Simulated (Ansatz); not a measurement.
# Structure search: one Pt candidate

These are results of DFT PBE, scalar-relativistic, plane waves, PAW (Ansatz 0.2.0), not measurements. Cutoff 420 eV, Gaussian smearing, Γ-centred meshes. Cell and atoms relax first on a coarse mesh and then on a finer one. In between, the cell is made exact in the group found at 0.06 Å. In metals the finer mesh still leaves noise of several meV/atom or more. The steps can't lower the symmetry of their start. No spin polarisation.

A trial structure of Pt was built thus: random cell by space group and Wyckoff sites (P4/nmm, No. 129). The dimensions are guesses.

```
CELL_PARAMETERS angstrom
3.26165 0.00000 0.00000
0.00000 3.26165 0.00000
0.00000 0.00000 3.11202
ATOMIC_POSITIONS crystal
Pt 0.50000 0.00000 0.41990
Pt 0.00000 0.50000 0.58010
```

Energies count from the standard state of Pt at the same level.

Q: Which structure results?

A: The symmetry goes from P4/nmm (No. 129) to I4/mmm (No. 139), and the primitive cell from 2 to 1 atom. The volume per atom shrinks by 4.4 %, from 16.6 to 15.8 Å³. The shortest distance goes from 2.36 Å (Pt–Pt) to 2.74 Å (Pt–Pt). The energy falls by about 1.3 eV/atom (the start's value is from the coarse mesh). The end is written in a standard setting, so origin, axes and order of atoms can differ from the start's. Conventional cell: a = 3.401 Å, c = 2.736 Å. Pt has 10 Pt at 2.74–2.77 Å and 4 Pt at 3.40 Å.

```
CELL_PARAMETERS angstrom
-1.70028 1.70028 1.36794
1.70028 -1.70028 1.36794
1.70028 1.70028 -1.36794
ATOMIC_POSITIONS crystal
Pt 0.00000 0.00000 0.00000
```

Q: How does it come out in energy, and is it a metal?

A:

| Item | Value |
| --- | --- |
| Energy over the standard state | +0.01 eV/atom |
| Gap on the 26×26×26 mesh of the 1-atom cell | 0 eV (a metal) |

So it is a metastable form at best.

The last run used Gaussian smearing of 0.10 eV. For metals, differences of a few meV/atom aren't resolved. These runs have no spin–orbit coupling, which can matter for Pt. Symmetry constrained the relaxation, so the result can be a saddle point. In all, the 3 runs took 2.5 min on 1 thread of Arm Neoverse N1, with other jobs on the host.
